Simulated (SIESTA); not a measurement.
InP: equation of state with PBEsol

**The experiment to reproduce.**

From a printed reference work, data compilation, for a bulk crystal of InP: bulk modulus 71 GPa.

Crystal: InP.

```
CELL_PARAMETERS angstrom
0.00000 2.93050 2.93050
2.93050 0.00000 2.93050
2.93050 2.93050 0.00000
ATOMIC_POSITIONS crystal
In 0.00000 0.00000 0.00000
P 0.75000 0.75000 0.75000
```

```json
{
 "Program": "SIESTA 5.4.2",
 "Task": "equation of state",
 "Functional": "PBEsol",
 "Potentials or basis": "PseudoDojo 0.4 standard (PBEsol files)",
 "Basis": "DZP (energy shift 0.003 Ry; two zetas on semicore shells)",
 "Grid cutoff": "500 Ry",
 "Energy shift": "0.003 Ry",
 "k mesh": "8 × 8 × 8",
 "Occupations": "fermi-dirac, width 0.05 eV",
 "Spin": "no spin polarisation"
}
```

```yaml
Equilibrium_volume: 25.52 Å³/atom
Bulk_modulus: 68 GPa
Pressure_derivative_of_the_bulk_modulus: 4.4
```

Energy against volume, from the lowest point:
```csv
volume (Å³/atom),energy (meV/atom)
23.657,33.17
24.160,16.95
24.663,6.38
25.167,0.90
25.670,0.00
26.173,3.24
26.677,10.11
```

All runs of the series together: 5.7 min on 1 thread of AMD EPYC 7R43 64-Core Processor (Zen 3), with other jobs on the host.

Measured bulk modulus of InP: 71 GPa (a printed reference work, data compilation). This calculation gives 68 GPa (-3.7 %). The fit is for a static lattice scaled at fixed shape and fixed fractional positions.

Caveat: the basis of atomic orbitals isn't converged, which shifts pressures, moduli and gaps.
